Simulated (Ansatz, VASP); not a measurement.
# Pt: VASP beside Ansatz

```
Pt
1.0
     1.72651    0.99680    3.20161
    -1.72651    0.99680    3.20161
     0.00000   -1.99360    3.20161
Pt
2
Direct
  0.22754 0.22754 0.22754
  0.77246 0.77246 0.77246
```

Alike in both runs: task single point; functional PBEsol; k mesh 6 × 6 × 6; occupations gaussian, width 0.1 eV; no spin polarisation.

```csv
,VASP,Ansatz
version,VASP 6.6.1,Ansatz 0.2.0
potentials or method,"VASP PAW PBE potentials, release 64 (Pt)","scalar-relativistic, plane waves, PAW"
plane-wave cutoff (eV),520,420
valence electrons in the cell,20,36
```

```tsv
	VASP	Ansatz	Ansatz less VASP
gap on the k mesh at the Fermi level (eV)	none	none	-
rms of the force components (eV/Å)	3.620	3.691	+0.0703
```

Atom by atom the forces differ by 0.070 eV/Å (rms over components). A gap of «none» marks a metal or a gap that the smearing closes. The two sets of potentials don't hold the same shells in valence.

Caveats: the k mesh is coarse (spacing up to 0.37 Å⁻¹), so the values aren't converged; the PAW data sets were made with another functional, which shifts forces and pressure a little (VASP). The runs have no spin-orbit coupling, so splittings on Pt are missing.
